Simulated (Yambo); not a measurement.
**TiSi: optical spectrum by the Bethe-Salpeter equation with PBEsol**

Crystal: TiSi.

```
Ti Si
1.0
     1.81618   -2.11762    0.00000
     1.81618    2.11762    0.00000
     0.00000    0.00000    3.80393
Ti Si
1 1
Direct
  0.50000 0.50000 0.00000
  0.00000 0.00000 0.50000
```

The cell comes from a database or a generator and needn't be the stable form of this composition.

```yaml
Program: Yambo 5.3.0
Task: optical spectrum by the Bethe-Salpeter equation
Functional: PBEsol
Potentials_or_basis: PseudoDojo 0.4.1 SR PBEsol standard
Cutoff: 1143 eV
Density_cutoff: 4572 eV
k_mesh: 10 × 10 × 8
Occupations: fermi-dirac, width 0.05 eV
Spin: no spin polarisation
k_mesh_of_the_self-consistent_run: 10 × 10 × 8
Random_integration_of_the_Coulomb_term: yes
Direction_of_the_field_or_of_q_to_0: x
Broadening: 0.1 eV
Kernel: Hartree (RPA with local fields)
Terms_kept: resonant and antiresonant, uncoupled
Solver: Haydock recursion
Top_of_the_energy_range: 20 eV
Energy_points: 200
Correction_of_the_levels: none
Bands_of_the_transition_space_first_last: "[5, 13]"
Bands_in_the_response: 33
Cutoff_of_the_response_matrix: 3 Ry
Cutoff_of_exchange_and_Vxc: 20 Ry
```

```yaml
Band_gap_on_the_k_mesh_mean-field_level: none (metal or under the smearing width)
```

Dielectric function (along the field direction of the input):
```csv
energy (eV),real part,imaginary part
0.30,53.03,28.73
0.90,1.06,29.52
1.61,13.11,25.11
2.31,6.69,16.26
3.02,4.21,16.33
3.62,2.40,12.42
4.32,3.54,13.90
5.03,0.92,15.79
5.73,-3.91,15.79
6.33,-7.77,9.33
7.04,-6.56,5.92
7.74,-6.21,3.52
8.44,-4.03,3.05
9.05,-4.05,1.10
9.75,-3.46,0.96
10.45,-2.42,0.60
11.16,-1.95,0.48
11.76,-1.71,0.48
12.46,-1.43,0.24
13.17,-1.09,0.13
13.87,-0.83,0.07
14.47,-0.62,0.06
15.18,-0.45,0.04
15.88,-0.30,0.03
16.58,-0.17,0.02
17.19,-0.08,0.02
17.89,0.02,0.01
18.59,0.10,0.01
19.30,0.17,0.01
20.00,0.24,0.01
```

Run time: 7.5 min on 1 thread of Arm Neoverse V2, on a shared host.

Caveat: the intraband (Drude) term of the metal is left out; the ground state has no gap, which makes the many-body step unreliable; spectra need much finer meshes, so this one isn't converged.
